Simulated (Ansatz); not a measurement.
The system is PbO2.

```xyz
3
Lattice="0.0000 2.7020 2.7020 2.7020 0.0000 2.7020 2.7020 2.7020 0.0000" Properties=species:S:1:pos:R:3 pbc="T T T"
Pb    0.0000    0.0000    0.0000
O     4.0530    4.0530    4.0530
O     1.3510    1.3510    1.3510
```

The cell comes from a database or a generator and needn't be the stable form of this composition.

Base run:

| Item | Value |
| --- | --- |
| Program | Ansatz 0.2.0 |
| Functional | r2SCAN |
| Potentials or basis | Ansatz PAW |
| Cutoff | 500 eV (not typed: the program's choice for these potentials) |
| k mesh | 9 × 9 × 9 |
| Occupations | fermi-dirac, width 0.05 eV |
| Spin | no spin polarisation |

Its results: band gap on the k mesh none (metal or under the smearing width); pressure -6.7 GPa.

After a change of settings the same cell gave: band gap on the k mesh none (metal or under the smearing width); pressure -7.4 GPa. Which change was it?
A. functional from r2SCAN to BLYP; cutoff from 500 eV (not typed: the program's choice for these potentials) to 420 eV (not typed: the program's choice for these potentials)
B. k mesh from 9 × 9 × 9 to 7 × 7 × 7; spin from no spin polarisation to spin-orbit coupling, no magnetisation; potential files from those of the base run to others of the same set
C. functional from r2SCAN to revPBE; cutoff from 500 eV (not typed: the program's choice for these potentials) to 420 eV (not typed: the program's choice for these potentials)

B.

Caveats: the PAW data sets come from PBE, with cores solved anew for the run's functional, which leaves a small shift of forces and pressure; spin-orbit coupling is left out, which moves the levels of the heavy elements (some runs).

Runs at the PBE level aren't shown here.
